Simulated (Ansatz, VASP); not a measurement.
Pd: VASP beside Ansatz

The input INCAR:

```
PREC = Accurate
ENCUT = 520
EDIFF = 1E-7
ISMEAR = -1
SIGMA = 0.05
LREAL = False
LASPH = True
NELM = 100
ALGO = Normal
ISIF = 2
LWAVE = False
LCHARG = True
GGA = PE
LELF = True
LVHAR = True
NBANDS = 11
```

File KPOINTS:

```
regular mesh
0
Gamma
  12 12 12
```

The input POSCAR:

```
Pd
1.0
   -1.6031178681      1.6031178681      1.6031178681
    1.6031178681     -1.6031178681      1.6031178681
    1.6031178681      1.6031178681     -1.6031178681
Pd
1
Direct
    0.0000000000      0.0000000000      0.0000000000
```

The input input.yaml:

```yaml
crystal:
  lattice:
    - [-1.6031178681, 1.6031178681, 1.6031178681]
    - [1.6031178681, -1.6031178681, 1.6031178681]
    - [1.6031178681, 1.6031178681, -1.6031178681]
  atoms:
    - { symbol: Pd, position: [0.0, 0.0, 0.0] }
kpoints:
  mp_grid: { grid: [12, 12, 12] }
scf:
  occupations: { method: fermi_dirac, width: 0.05 }
hamiltonian:
  xc: pbe
  pseudopotentials: { kind: all_electron, lapw: { basis_error: 0.0005 } }
output:
  forces: true
  stress: true
  eigenvalues: true
```

Change from the starting cell: volume scaled by 1.06.

Alike in both runs: task single point; functional PBE; k mesh 12 × 12 × 12; occupations fermi-dirac, width 0.05 eV; no spin polarisation.

|  | VASP | Ansatz |
| --- | --- | --- |
| version | VASP 6.6.1 | Ansatz 0.2.0 |
| potentials or method | VASP PAW PBE potentials, release 64 (Pd) | all-electron LAPW, scalar-relativistic |
| plane-wave cutoff (eV) | 520 | see its input |

Ansatz gave:

- gap on the k mesh at the Fermi level (eV): none
- pressure (GPa): -9.0

Estimate VASP's values.

gap on the k mesh at the Fermi level (eV): none; pressure (GPa): -9.1.

A gap of «none» marks a metal or a gap that the smearing closes. Ansatz ran all-electron here, so the differences hold the error of VASP's frozen core and of both bases.
